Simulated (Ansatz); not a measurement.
## Notes on a calculation: Tl (bcc)

Method: PBE, scalar-relativistic; no spin polarisation; PAW, 420 eV, Γ-centred 16×16×16 mesh, 0.05 eV Gaussian smearing; code Ansatz; PAW files: Ansatz's generated set soft_2.

At room temperature and ambient pressure Tl is hcp.

The start:

```yaml
crystal:
  lattice:
    - [-1.92829, 1.92829, 1.92829]
    - [1.92829, -1.92829, 1.92829]
    - [1.92829, 1.92829, -1.92829]
  atoms:
    - { symbol: Tl, position: [0.00000, 0.00000, 0.00000] }
```

The first steps of the search for zero pressure:

```csv
run,level,k-mesh,kind,V (Å³/atom),P (GPa),gap on the mesh (eV)
1,PBE,16×16×16,fixed cell,28.68,3.0,metal
```

(1) At which volume does PBE reach zero pressure?

Answer:

(1) 31.35 Å³/atom, about 9.3 % over the start.

The steps that followed:

```csv
run,level,k-mesh,kind,V (Å³/atom),P (GPa),E − E(final) (meV/atom),gap on the mesh (eV)
2,PBE,16×16×16,fixed cell,29.25,2.2,13.1,metal
3,PBE,16×16×16,fixed cell,31.23,0.1,0.0,metal
4,PBE,16×16×16,fixed cell,31.35,0.0,0.0,metal
```

The cell is relaxed to zero pressure at this level.

The final structure (symmetry read at 0.01 Å). The structure is cubic, space group Im-3m (No. 229). Conventional cell: a = 3.973 Å, b = 3.973 Å, c = 3.973 Å, α = 90.00°, β = 90.00°, γ = 90.00°. Tl (site symmetry m-3m) has 8 Tl at 3.44 Å as nearest neighbours. (Shells end 15 % past the nearest neighbour.)

At the final geometry the gap, band path included, is zero (metallic). 

**Why it comes out so.**

With 13 valence electrons in the calculation's cell and no magnetic order, the bands, two electrons each, can't all be full or empty: band theory demands a metal.

Spin–orbit coupling, which matters for such heavy elements, is left out.
